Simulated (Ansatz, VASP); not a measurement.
# Si (Sigma29 (520)[001] symmetric tilt boundary in Si): VASP beside Ansatz, part 2 of 2

Wanted: the spread between two codes on one cell, functional and k mesh. Of the first pair: The cell is taken from a series of runs on this material, whose earlier steps may have relaxed, scaled, displaced or heated it; both programs get it as it stands.

VASP 6.6.1 and Ansatz 0.2.0.

So far. Step 3 (VASP: single point, PBE, pair 1): The run ends at a pressure of -1.08 GPa, with forces up to 0.58 eV/Å.

## (5) Ansatz: relaxation, PBE

Level of this step: Ansatz beside VASP: Kohn-Sham DFT, plane waves, PBE (Ansatz).

The two programs are compared at the cell with which this relaxation starts, whose forces are those of its first step.

The structure compared here is the start of the Ansatz relaxation; VASP solves that cell, so the two are compared at the walk's first step.

File input.yaml:

```yaml
crystal:
  lattice:
    - [5.469, 0.0, 0.0]
    - [-2.7345, 14.72573, 0.0]
    - [0.0, 0.0, 20.64348]
  atoms:
    - { symbol: Si, position: [0.51397, 0.15848, 0.99785] }
    - { symbol: Si, position: [0.79042, 0.06486, 0.03731] }
    - { symbol: Si, position: [0.86893, 0.7533, 0.00923] }
    - { symbol: Si, position: [0.39893, 0.46323, 0.0057] }
    - { symbol: Si, position: [0.12342, 0.331, 0.03874] }
    - { symbol: Si, position: [0.34264, 0.22537, 0.08516] }
    - { symbol: Si, position: [0.49309, 0.93969, 0.06721] }
    - { symbol: Si, position: [0.09629, 0.63545, 0.04099] }
    - { symbol: Si, position: [0.74956, 0.51136, 0.08057] }
    - { symbol: Si, position: [0.92972, 0.39209, 0.12563] }
    - { symbol: Si, position: [0.05128, 0.10638, 0.12526] }
    - { symbol: Si, position: [0.66993, 0.81322, 0.09821] }
    - { symbol: Si, position: [0.35501, 0.69034, 0.13309] }
    - { symbol: Si, position: [0.53868, 0.56661, 0.16875] }
    - { symbol: Si, position: [0.62766, 0.27549, 0.16822] }
    - { symbol: Si, position: [0.24679, 0.98446, 0.15369] }
    - { symbol: Si, position: [0.93424, 0.86267, 0.18703] }
    - { symbol: Si, position: [0.12627, 0.74091, 0.2193] }
    - { symbol: Si, position: [0.22599, 0.44638, 0.2078] }
    - { symbol: Si, position: [0.8189, 0.15741, 0.20817] }
    - { symbol: Si, position: [0.51167, 0.03495, 0.24206] }
    - { symbol: Si, position: [0.70368, 0.91319, 0.27434] }
    - { symbol: Si, position: [0.819, 0.61846, 0.25317] }
    - { symbol: Si, position: [0.41195, 0.32949, 0.25357] }
    - { symbol: Si, position: [0.09924, 0.20925, 0.29259] }
    - { symbol: Si, position: [0.28294, 0.08552, 0.32828] }
    - { symbol: Si, position: [0.39112, 0.79141, 0.30768] }
    - { symbol: Si, position: [0.01026, 0.50039, 0.29314] }
    - { symbol: Si, position: [0.7082, 0.38377, 0.33572] }
    - { symbol: Si, position: [0.88834, 0.26451, 0.38076] }
    - { symbol: Si, position: [0.96804, 0.96263, 0.36315] }
    - { symbol: Si, position: [0.58663, 0.66948, 0.3361] }
    - { symbol: Si, position: [0.29527, 0.55051, 0.3762] }
    - { symbol: Si, position: [0.51446, 0.44485, 0.4226] }
    - { symbol: Si, position: [0.5417, 0.1404, 0.42034] }
    - { symbol: Si, position: [0.14479, 0.83615, 0.39417] }
    - { symbol: Si, position: [0.84754, 0.711, 0.42403] }
    - { symbol: Si, position: [0.12398, 0.61736, 0.46351] }
    - { symbol: Si, position: [0.23902, 0.31265, 0.4556] }
    - { symbol: Si, position: [0.76906, 0.02258, 0.45209] }
    - { symbol: Si, position: [0.51397, 0.65848, 0.96349] }
    - { symbol: Si, position: [0.79042, 0.56486, 0.92402] }
    - { symbol: Si, position: [0.86893, 0.2533, 0.95211] }
    - { symbol: Si, position: [0.39893, 0.96323, 0.95563] }
    - { symbol: Si, position: [0.12342, 0.831, 0.92259] }
    - { symbol: Si, position: [0.34264, 0.72537, 0.87618] }
    - { symbol: Si, position: [0.49309, 0.43969, 0.89413] }
    - { symbol: Si, position: [0.09629, 0.13545, 0.92035] }
    - { symbol: Si, position: [0.74956, 0.01136, 0.88076] }
    - { symbol: Si, position: [0.92972, 0.89209, 0.83571] }
    - { symbol: Si, position: [0.05128, 0.60638, 0.83608] }
    - { symbol: Si, position: [0.66993, 0.31322, 0.86313] }
    - { symbol: Si, position: [0.35501, 0.19034, 0.82825] }
    - { symbol: Si, position: [0.53868, 0.06661, 0.79258] }
    - { symbol: Si, position: [0.62766, 0.77549, 0.79311] }
    - { symbol: Si, position: [0.24679, 0.48446, 0.80764] }
    - { symbol: Si, position: [0.93424, 0.36267, 0.7743] }
    - { symbol: Si, position: [0.12627, 0.24091, 0.74204] }
    - { symbol: Si, position: [0.22599, 0.94638, 0.75354] }
    - { symbol: Si, position: [0.8189, 0.65741, 0.75316] }
    - { symbol: Si, position: [0.51167, 0.53495, 0.71927] }
    - { symbol: Si, position: [0.70368, 0.41319, 0.687] }
    - { symbol: Si, position: [0.819, 0.11846, 0.70816] }
    - { symbol: Si, position: [0.41195, 0.82949, 0.70777] }
    - { symbol: Si, position: [0.09924, 0.70925, 0.66875] }
    - { symbol: Si, position: [0.28294, 0.58552, 0.63306] }
    - { symbol: Si, position: [0.39112, 0.29141, 0.65366] }
    - { symbol: Si, position: [0.01026, 0.00039, 0.66819] }
    - { symbol: Si, position: [0.7082, 0.88377, 0.62561] }
    - { symbol: Si, position: [0.88834, 0.76451, 0.58057] }
    - { symbol: Si, position: [0.96804, 0.46263, 0.59819] }
    - { symbol: Si, position: [0.58663, 0.16948, 0.62524] }
    - { symbol: Si, position: [0.29527, 0.05051, 0.58513] }
    - { symbol: Si, position: [0.51446, 0.94485, 0.53873] }
    - { symbol: Si, position: [0.5417, 0.6404, 0.54099] }
    - { symbol: Si, position: [0.14479, 0.33615, 0.56717] }
    - { symbol: Si, position: [0.84754, 0.211, 0.53731] }
    - { symbol: Si, position: [0.12398, 0.11736, 0.49783] }
    - { symbol: Si, position: [0.23902, 0.81265, 0.50574] }
    - { symbol: Si, position: [0.76906, 0.52258, 0.50924] }
kpoints:
  mp_grid: { grid: [3, 1, 1] }
hamiltonian:
  xc: pbe
scf:
  occupations: { method: fermi_dirac, width: 0.025 }
output:
  forces: true
relax:
  f_tol: 0.05
  max_steps: 120
```

Launch:

```sh
> ansatz run input.yaml --threads 4 --pin off --max-ram 8192MiB --backend cpu --events-out ev --progress --plain --runs-dir out
```

Numbers of over 12 decimals in the logs are rounded to 6 here.

The log of the run:

```text
[...]
Crystal: 80 atoms, lattice volume = 1662.523 Å³
[...]
atom  44  Si     0.01721770    -0.02208648    -0.02799663
  atom  45  Si     0.02633204     0.02784630    -0.00372904
  atom  46  Si    -0.00219380    -0.00315024     0.02181859
  atom  47  Si     0.01549190    -0.00394481     0.02223859
  atom  48  Si    -0.04685851     0.03011149     0.02457185
  atom  49  Si    -0.03324087    -0.02714530    -0.01954990
  atom  50  Si    -0.01628150     0.01839752    -0.01721767
[...]
- { symbol: Si, position: [0.848778, 0.747554, 0.00904044] }
    - { symbol: Si, position: [0.415181, 0.466796, -0.000389684] }
    - { symbol: Si, position: [0.119217, 0.332831, 0.036603] }
    - { symbol: Si, position: [0.352837, 0.224979, 0.080428] }
    - { symbol: Si, position: [0.513327, 0.942334, 0.070668] }
    - { symbol: Si, position: [0.082483, 0.633631, 0.038052] }
[...]
- { symbol: Si, position: [0.826403, 0.208962, 0.537197] }
    - { symbol: Si, position: [0.149119, 0.134151, 0.492283] }
    - { symbol: Si, position: [0.222721, 0.809064, 0.499611] }
    - { symbol: Si, position: [0.789154, 0.528304, 0.509038] }
```

## (6) VASP: single point, PBE, start cell, pair 2

The same cell, functional, mesh and smearing now go to VASP, with its own data sets.

File INCAR:

```
SYSTEM = Si
PREC = Accurate
ENCUT = 400
EDIFF = 1E-06
NELM = 120
ISMEAR = -1
SIGMA = 0.025
LREAL = Auto
ALGO = Normal
GGA = PE
NBANDS = 216
LORBIT = 11
LWAVE = .FALSE.
LCHARG = .FALSE.
ISIF = 2
LASPH = .TRUE.
GGA_COMPAT = .FALSE.
KPAR = 2
```

File POSCAR:

```
Si
1.0
    5.4690000000      0.0000000000      0.0000000000
   -2.7345000000     14.7257300000      0.0000000000
    0.0000000000      0.0000000000     20.6434800000
Si
80
Direct
    0.5139670056      0.1584789005      0.9978453245
    0.7904161465      0.0648604517      0.0373125074
    0.8689288736      0.7532993271      0.0092261576
    0.3989268060      0.4632311947      0.0056996204
    0.1234219531      0.3310000591      0.0387415300
    0.3426395138      0.2253686235      0.0851557005
    0.4930900346      0.9396907658      0.0672057231
    0.0962911411      0.6354511797      0.0409843689
    0.7495585668      0.5113588597      0.0805707177
    0.9297213794      0.3920904091      0.1256261057
    0.0512836094      0.1063796158      0.1252555286
    0.6699267895      0.8132216535      0.0982058258
    0.3550125846      0.6903414975      0.1330860882
    0.5386757289      0.5666090917      0.1687486800
    0.6276572060      0.2754917753      0.1682206682
    0.2467871781      0.9844593443      0.1536906568
    0.9342372831      0.8626691172      0.1870304813
    0.1262738870      0.7409094490      0.2192973278
    0.2259920266      0.4463797380      0.2077973287
    0.8188994060      0.1574093440      0.2081703279
    0.5116742322      0.0349502198      0.2420599627
    0.7036828996      0.9131895329      0.2743364975
    0.8189989518      0.6184605110      0.2531724302
    0.4119515340      0.3294890984      0.2535648059
    0.0992358206      0.2092505771      0.2925843898
    0.2829355347      0.0855181713      0.3282760465
    0.3911198128      0.7914094921      0.3076738999
    0.0102553874      0.5003882660      0.2931414664
    0.7082005010      0.3837716365      0.3357214966
    0.8883397910      0.2645109954      0.3807623521
    0.9680357100      0.9626302058      0.3631441985
    0.5866279402      0.6694800529      0.3360944957
    0.2952730795      0.5505114178      0.3761991680
    0.5144565667      0.4448484048      0.4226012281
    0.5416992949      0.1404016982      0.4203390126
    0.1447942322      0.8361509073      0.3941660999
    0.8475411152      0.7109992170      0.4240254066
    0.1239800699      0.6173603957      0.4635051842
    0.2390235455      0.3126512234      0.4555946962
    0.7690568592      0.0225807142      0.4520923798
    0.5139670056      0.6584789005      0.9634858076
    0.7904161465      0.5648604517      0.9240186248
    0.8689288736      0.2532993271      0.9521049745
    0.3989268060      0.9632311946      0.9556315117
    0.1234219531      0.8310000591      0.9225896021
    0.3426395138      0.7253686235      0.8761754317
    0.4930900346      0.4396907658      0.8941254091
    0.0962911411      0.1354511797      0.9203467632
    0.7495585668      0.0113588596      0.8807604144
    0.9297213794      0.8920904091      0.8357050265
    0.0512836094      0.6063796158      0.8360756035
    0.6699267895      0.3132216535      0.8631253064
    0.3550125846      0.1903414975      0.8282450439
    0.5386757289      0.0666090917      0.7925824522
    0.6276572060      0.7754917753      0.7931104639
    0.2467871781      0.4844593443      0.8076404754
    0.9342372831      0.3626691173      0.7743006508
    0.1262738870      0.2409094490      0.7420338044
    0.2259920266      0.9463797380      0.7535338034
    0.8188994060      0.6574093440      0.7531608043
    0.5116742322      0.5349502198      0.7192711694
    0.7036828996      0.4131895329      0.6869946346
    0.8189989518      0.1184605110      0.7081587019
    0.4119515340      0.8294890984      0.7077663262
    0.0992358206      0.7092505771      0.6687467423
    0.2829355347      0.5855181713      0.6330550857
    0.3911198128      0.2914094921      0.6536572322
    0.0102553874      0.0003882660      0.6681896657
    0.7082005010      0.8837716365      0.6256096356
    0.8883397910      0.7645109954      0.5805687801
    0.9680357100      0.4626302058      0.5981869336
    0.5866279402      0.1694800529      0.6252366364
    0.2952730795      0.0505114178      0.5851319642
    0.5144565667      0.9448484048      0.5387299041
    0.5416992949      0.6404016982      0.5409921195
    0.1447942322      0.3361509073      0.5671650322
    0.8475411152      0.2109992170      0.5373057256
    0.1239800699      0.1173603957      0.4978259479
    0.2390235455      0.8126512234      0.5057364359
    0.7690568592      0.5225807142      0.5092387524
```

File KPOINTS:

```
Automatic mesh
0
Gamma
3 1 1
0 0 0
```

PAW data sets: Si (PBE family, release 64).

Launch:

```sh
> mpirun -np 8 vasp_std
```

The log of the run:

```text
[banner, memory and clock lines left out]
running    8 mpi-ranks, on    1 nodes
[...]
[... a notice as in an earlier step ...]

 LDA part: xc-table for (Slater+PW92), standard interpolation
 [... a notice as in an earlier step ...]

 POSCAR, INCAR and KPOINTS ok, starting setup
[...]
entering main loop
       N       E                     dE             d eps       ncg     rms          rms(c)
DAV:   1     0.693820925273E+03    0.69382E+03   -0.10336E+05   864   0.991E+02
DAV:   2    -0.349648844491E+03   -0.10435E+04   -0.98298E+03  1024   0.165E+02
DAV:   3    -0.424288330460E+03   -0.74639E+02   -0.72727E+02  1072   0.396E+01
DAV:   4    -0.426333525836E+03   -0.20452E+01   -0.20276E+01  1056   0.774E+00
[...]
DAV:  19    -0.419227024561E+03    0.79393E-04   -0.14506E-04  1016   0.195E-02    0.474E-02
DAV:  20    -0.419227027204E+03   -0.26435E-05   -0.35036E-05  1040   0.897E-03    0.347E-02
DAV:  21    -0.419227026871E+03    0.33354E-06   -0.10962E-06   528   0.195E-03
   1 F= -.41922703E+03 E0= -.41920576E+03  d E =-.425408E-01
```

From OUTCAR (step 6):

```text
  FREE ENERGIE OF THE ION-ELECTRON SYSTEM (eV)
  ---------------------------------------------------
  free  energy   TOTEN  =      -419.2270268708 eV

  energy  without entropy=     -419.1844860221  energy(sigma->0) =     -419.20575645
```

The run ends at a pressure of -1.09 GPa, with forces up to 0.58 eV/Å.

## (7) Differences

Forces on 8 of the 80 atoms, those with the largest forces and the largest differences (eV/Å; atoms numbered as in POSCAR):

```tsv
atom	Ansatz x, y, z	VASP x, y, z
Si1	-0.137, -0.394, -0.412	-0.136, -0.391, -0.408
Si9	0.183, 0.348, -0.378	0.182, 0.346, -0.375
Si30	-0.181, -0.350, 0.378	-0.180, -0.347, 0.374
Si38	0.135, 0.400, 0.412	0.134, 0.395, 0.408
Si41	-0.137, -0.394, 0.412	-0.136, -0.391, 0.408
Si70	-0.181, -0.350, -0.378	-0.180, -0.347, -0.374
Si77	-0.085, 0.101, -0.108	-0.081, 0.102, -0.104
Si78	0.135, 0.400, -0.412	0.134, 0.395, -0.408
```

The forces differ by 1.9 meV/Å r.m.s., which is 1.1 % of the r.m.s. force of 0.161 eV/Å (both taken over all components). VASP's last cycles still show a density residual of 3e-03, so its state may not be settled.

## (8) Ansatz: relaxation, PBE

This run makes the geometry at which the two programs are then compared.

The structure compared here is the end of the Ansatz relaxation.

input.yaml is that of step 5.

Launch:

```sh
> ansatz run input.yaml --threads 4 --pin off --max-ram 8192MiB --backend cpu --events-out ev --progress --plain --runs-dir out
```

The log of the run:

```text
[...]
Crystal: 80 atoms, lattice volume = 1662.523 Å³
[...]
atom  44  Si     0.01721770    -0.02208648    -0.02799663
  atom  45  Si     0.02633204     0.02784630    -0.00372904
  atom  46  Si    -0.00219380    -0.00315024     0.02181859
  atom  47  Si     0.01549190    -0.00394481     0.02223859
  atom  48  Si    -0.04685851     0.03011149     0.02457185
  atom  49  Si    -0.03324087    -0.02714530    -0.01954990
  atom  50  Si    -0.01628150     0.01839752    -0.01721767
[...]
- { symbol: Si, position: [0.848778, 0.747554, 0.00904044] }
    - { symbol: Si, position: [0.415181, 0.466796, -0.000389684] }
    - { symbol: Si, position: [0.119217, 0.332831, 0.036603] }
    - { symbol: Si, position: [0.352837, 0.224979, 0.080428] }
    - { symbol: Si, position: [0.513327, 0.942334, 0.070668] }
    - { symbol: Si, position: [0.082483, 0.633631, 0.038052] }
[...]
- { symbol: Si, position: [0.826403, 0.208962, 0.537197] }
    - { symbol: Si, position: [0.149119, 0.134151, 0.492283] }
    - { symbol: Si, position: [0.222721, 0.809064, 0.499611] }
    - { symbol: Si, position: [0.789154, 0.528304, 0.509038] }
```

## (9) VASP: single point, PBE, relaxed cell, pair 3

The same cell, functional, mesh and smearing now go to VASP, with its own data sets.

INCAR is that of step 6.

File POSCAR:

```
Si
1.0
    5.4690000000      0.0000000000      0.0000000000
   -2.7345000000     14.7257300000      0.0000000000
    0.0000000000      0.0000000000     20.6434800000
Si
80
Direct
    0.4888000000      0.1417100000      0.9922700000
    0.8114700000      0.0668800000      0.0371950000
    0.8487800000      0.7475500000      0.0090400000
    0.4151800000      0.4668000000      0.9996100000
    0.1192200000      0.3328300000      0.0366050000
    0.3528400000      0.2249800000      0.0804300000
    0.5133300000      0.9423300000      0.0706700000
    0.0824800000      0.6336300000      0.0380550000
    0.7565600000      0.5126000000      0.0774600000
    0.9344900000      0.3931900000      0.1249100000
    0.0630400000      0.1108600000      0.1263350000
    0.6689100000      0.8117500000      0.0987600000
    0.3480100000      0.6890300000      0.1306200000
    0.5432300000      0.5677500000      0.1662100000
    0.6297000000      0.2764100000      0.1667900000
    0.2464400000      0.9846500000      0.1526400000
    0.9326100000      0.8624800000      0.1869600000
    0.1292300000      0.7415500000      0.2191750000
    0.2327200000      0.4485900000      0.2078000000
    0.8171100000      0.1572800000      0.2086350000
    0.5087000000      0.0343200000      0.2421600000
    0.7053100000      0.9133800000      0.2743800000
    0.8208200000      0.6185800000      0.2526900000
    0.4052300000      0.3272800000      0.2535200000
    0.0947200000      0.2081200000      0.2951100000
    0.2899400000      0.0868500000      0.3307200000
    0.3914600000      0.7912100000      0.3087050000
    0.0082400000      0.4994500000      0.2945300000
    0.7034500000      0.3826800000      0.3364150000
    0.8814000000      0.2632800000      0.3838600000
    0.9690400000      0.9641200000      0.3625800000
    0.5748800000      0.6649900000      0.3349900000
    0.2850900000      0.5508700000      0.3808950000
    0.5187400000      0.4430300000      0.4247300000
    0.5555100000      0.1422500000      0.4232900000
    0.1245600000      0.8335300000      0.3906700000
    0.8264000000      0.7089600000      0.4241400000
    0.1491200000      0.6341500000      0.4690550000
    0.2227200000      0.3090600000      0.4617250000
    0.7891500000      0.0283000000      0.4523000000
    0.4888000000      0.6417100000      0.9690700000
    0.8114700000      0.5668800000      0.9241450000
    0.8487800000      0.2475500000      0.9523000000
    0.4151800000      0.9668000000      0.9617300000
    0.1192200000      0.8328300000      0.9247350000
    0.3528400000      0.7249800000      0.8809100000
    0.5133300000      0.4423300000      0.8906700000
    0.0824800000      0.1336300000      0.9232850000
    0.7565600000      0.0126000000      0.8838800000
    0.9344900000      0.8931900000      0.8364300000
    0.0630400000      0.6108600000      0.8350050000
    0.6689100000      0.3117500000      0.8625800000
    0.3480100000      0.1890300000      0.8307200000
    0.5432300000      0.0677500000      0.7951300000
    0.6297000000      0.7764100000      0.7945500000
    0.2464400000      0.4846500000      0.8087000000
    0.9326100000      0.3624800000      0.7743800000
    0.1292300000      0.2415500000      0.7421650000
    0.2327200000      0.9485900000      0.7535400000
    0.8171100000      0.6572800000      0.7527050000
    0.5087000000      0.5343200000      0.7191800000
    0.7053100000      0.4133800000      0.6869600000
    0.8208200000      0.1185800000      0.7086500000
    0.4052300000      0.8272800000      0.7078200000
    0.0947200000      0.7081200000      0.6662300000
    0.2899400000      0.5868500000      0.6306200000
    0.3914600000      0.2912100000      0.6526350000
    0.0082400000      0.9994500000      0.6668100000
    0.7034500000      0.8826800000      0.6249250000
    0.8814000000      0.7632800000      0.5774800000
    0.9690400000      0.4641200000      0.5987600000
    0.5748800000      0.1649900000      0.6263500000
    0.2850900000      0.0508700000      0.5804450000
    0.5187400000      0.9430300000      0.5366100000
    0.5555100000      0.6422500000      0.5380500000
    0.1245600000      0.3335300000      0.5706700000
    0.8264000000      0.2089600000      0.5372000000
    0.1491200000      0.1341500000      0.4922850000
    0.2227200000      0.8090600000      0.4996150000
    0.7891500000      0.5283000000      0.5090400000
```

KPOINTS is that of step 6.

Launch:

```sh
> mpirun -np 8 vasp_std
```

The log of the run:

```text
[... set-up lines as in an earlier step ...]
 entering main loop
       N       E                     dE             d eps       ncg     rms          rms(c)
DAV:   1     0.693103980754E+03    0.69310E+03   -0.10334E+05   864   0.991E+02
DAV:   2    -0.351103786262E+03   -0.10442E+04   -0.98470E+03  1032   0.165E+02
DAV:   3    -0.424955500370E+03   -0.73852E+02   -0.71919E+02  1064   0.395E+01
DAV:   4    -0.427017502568E+03   -0.20620E+01   -0.20443E+01  1064   0.778E+00
[...]
DAV:  15    -0.419993286959E+03   -0.31222E-04   -0.28659E-04   976   0.290E-02    0.171E-02
DAV:  16    -0.419993288808E+03   -0.18494E-05   -0.28377E-05  1024   0.873E-03    0.103E-02
DAV:  17    -0.419993288814E+03   -0.59081E-08   -0.20379E-06   696   0.258E-03
   1 F= -.41999329E+03 E0= -.41997649E+03  d E =-.335999E-01
```

Parts of OUTCAR (step 9):

```text
  FREE ENERGIE OF THE ION-ELECTRON SYSTEM (eV)
  ---------------------------------------------------
  free  energy   TOTEN  =      -419.9932888143 eV

  energy  without entropy=     -419.9596889461  energy(sigma->0) =     -419.97648888
```

The run ends at a pressure of -1.63 GPa, with forces up to 0.065 eV/Å.

## (10) Side by side

At this near-relaxed geometry the largest component of a force difference is 6 meV/Å.

## (11) Outcome

| Quantity | Value |
| --- | --- |
| r.m.s. force difference (single point, PBE, pair 1) | 1.8 meV/Å |
| r.m.s. force difference (single point, PBE, start cell, pair 2) | 1.9 meV/Å |
| r.m.s. force difference (single point, PBE, relaxed cell, pair 3) | 1.9 meV/Å |

What this shows: The r.m.s. force difference is 1.9 meV/Å (single point, PBE, relaxed cell, pair 3), within the 12 meV/Å picked in this series as the mark of a large difference. 1 further run of this series is not shown here. How closely two codes agree says nothing of how well the functional describes the real material.

[Lines on the potential files, build, host, timing and source positions are cut from VASP's logs without a mark.]

[Logs are printed without paths, hosts, clocks, repeated set-up lines and the standing remarks that a program may print on its own settings, such as how far it seeks lower states.]

[Hosts, paths, dates, database ids (printed as entryN), source tags and the programs' standing remarks are cut or masked in the printed files.]
